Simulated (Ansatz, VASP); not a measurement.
# Al in VASP and in Ansatz

```
Al
1.0
    -1.36773    1.36773    2.14159
     1.36773   -1.36773    2.14159
     1.36773    1.36773   -2.14159
Al
1
Cartesian
  0.0000 0.0000 0.0000
```

Alike in both runs: task single point; functional PBE; k mesh 22 × 22 × 22; occupations gaussian, width 0.15 eV; no spin polarisation.

|  | VASP | Ansatz |
| --- | --- | --- |
| version | VASP 6.6.1 | Ansatz 0.2.0 |
| potentials or method | VASP PAW PBE potentials, release 64 (Al) | scalar-relativistic, plane waves, PAW |
| plane-wave cutoff (eV) | 520 | 420 |
| valence electrons in the cell | 3 | 3 |

```tsv
	VASP	Ansatz	Ansatz less VASP
gap on the k mesh at the Fermi level (eV)	none	none	-
pressure (GPa)	3.2	3.2	+0.03
largest component of the traceless stress (GPa)	4.49	4.50	+0.008
```

A gap of «none» marks a metal or a gap that the smearing closes.
